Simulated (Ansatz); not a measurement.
# HfN: the cost of one run

Computed with Ansatz 0.2.0 (DFT PBEsol, scalar-relativistic, plane waves, PAW, unless a step's input says otherwise).

## (1) Starting point

It takes space group F-43m (No. 216, cubic). Conventional cell: a = 4.910 Å, b = 4.910 Å, c = 4.910 Å, α = 90.00°, β = 90.00°, γ = 90.00°. Hf (site symmetry -43m) has 4 N at 2.13 Å in its first shell of neighbours. Around N (site symmetry -43m) lie 4 Hf at 2.13 Å.

Coordinates:

```cif
data_structure
_symmetry_space_group_name_H-M 'P 1'
_symmetry_Int_Tables_number 1
_cell_length_a 3.4716
_cell_length_b 3.4716
_cell_length_c 3.4716
_cell_angle_alpha 60.000
_cell_angle_beta 60.000
_cell_angle_gamma 60.000
_cell_volume 29.59
loop_
_atom_site_label
_atom_site_type_symbol
_atom_site_fract_x
_atom_site_fract_y
_atom_site_fract_z
_atom_site_occupancy
Hf1 Hf 0.00000 0.00000 0.00000 1
N1 N 0.75000 0.75000 0.75000 1
```

It goes back to an entry of the Materials Project, which need not be the stable form.

No relaxation comes first: the listed cell is the starting point.

## (2) Zero of energy

Reference values: F = -15979.5626 eV; pressure -5.01 GPa; largest force 0.000 eV/Å; gap on the mesh none (metal). It was computed beforehand with the settings of the runs below.

## (3) The scan: shifting one sublattice

Every Hf atom is moved by x along the Cartesian unit vector (0.000, 0.000, 1.000); the cell and all other atoms stay fixed. Forces below are components along that vector, summed over the moved atoms.

## (4) Point x = -0.100 Å

The input, input.yaml:

```yaml
crystal:
  lattice:
    - [0.0, 2.454822, 2.454822]
    - [2.454822, 0.0, 2.454822]
    - [2.454822, 2.454822, 0.0]
  atoms:
    - { symbol: Hf, position: [-0.0203680756, -0.0203680756, 0.0203680756] }
    - { symbol: "N", position: [0.75, 0.75, 0.75] }
basis:
  ecutwfc: 420
kpoints:
  mp_grid: { grid: [16, 16, 16] }
hamiltonian:
  xc: pbesol
scf:
  occupations: { method: gaussian, width: 0.15 }
output:
  forces: true
  stress: true
  eigenvalues: true
```

Run with:

```bash
$ ansatz run input.yaml --threads 1 --pin off --max-ram 2560MiB --backend cpu --events-out ev --progress --plain --runs-dir out
```

**Question.** How long does this run take on 1 thread of Intel Xeon at 2.70GHz, shared host, and how much memory does it need?

About 36 s, with a peak of 0.66 GiB.
